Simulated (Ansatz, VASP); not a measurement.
CdS in VASP and in Ansatz

The input INCAR:

```
ALGO = Fast
EDIFF = 1E-6
ENCUT = 520
ISIF = 2
ISMEAR = 0
LASPH = True
LCHARG = False
LREAL = False
LWAVE = False
NBANDS = 16
NELM = 100
PREC = Accurate
SIGMA = 0.15
```

The input KPOINTS:

```
k-points
0
Gamma
  16 16 16
```

File POSCAR:

```
CdS
1.0
    0.0000000000      2.6706466800      2.7945426600
    2.6706466800      0.0000000000      2.7945426600
    2.6706466800      2.6706466800      0.0000000000
Cd S
1 1
Direct
    0.0000000000      0.0000000000      0.0000000000
    0.5000000000      0.5000000000      0.5000000000
```

Input for Ansatz:

```yaml
crystal:
  lattice:
    - [0.0, 2.67064668, 2.79454266]
    - [2.67064668, 0.0, 2.79454266]
    - [2.67064668, 2.67064668, 0.0]
  atoms:
    - { symbol: Cd, position: [0.0, 0.0, 0.0] }
    - { symbol: S, position: [0.5, 0.5, 0.5] }
basis:
  ecutwfc: 420
kpoints:
  mp_grid: { grid: [16, 16, 16] }
hamiltonian:
  xc: lda
scf:
  occupations: { method: gaussian, width: 0.15 }
output:
  forces: true
  stress: true
  eigenvalues: true
```

Change from the starting cell: strain -0.030 along x and y, +0.015 along z, atoms carried along.

Alike in both runs: task single point; functional LDA; k mesh 16 × 16 × 16; occupations gaussian, width 0.15 eV; no spin polarisation.

|  | VASP | Ansatz |
| --- | --- | --- |
| version | VASP 6.6.1 | Ansatz 0.2.0 |
| potentials or method | VASP PAW LDA potentials, release 64 (Cd, S) | scalar-relativistic, plane waves, PAW |
| plane-wave cutoff (eV) | 520 | 420 |
| valence electrons in the cell | 18 | 26 |

```tsv
	VASP	Ansatz	Ansatz less VASP
gap on the k mesh at the Fermi level (eV)	none	none	-
pressure (GPa)	-2.9	-3.5	-0.62
largest component of the traceless stress (GPa)	2.19	2.03	-0.161
```

A gap of «none» marks a metal or a gap that the smearing closes. The two sets of potentials don't hold the same shells in valence.
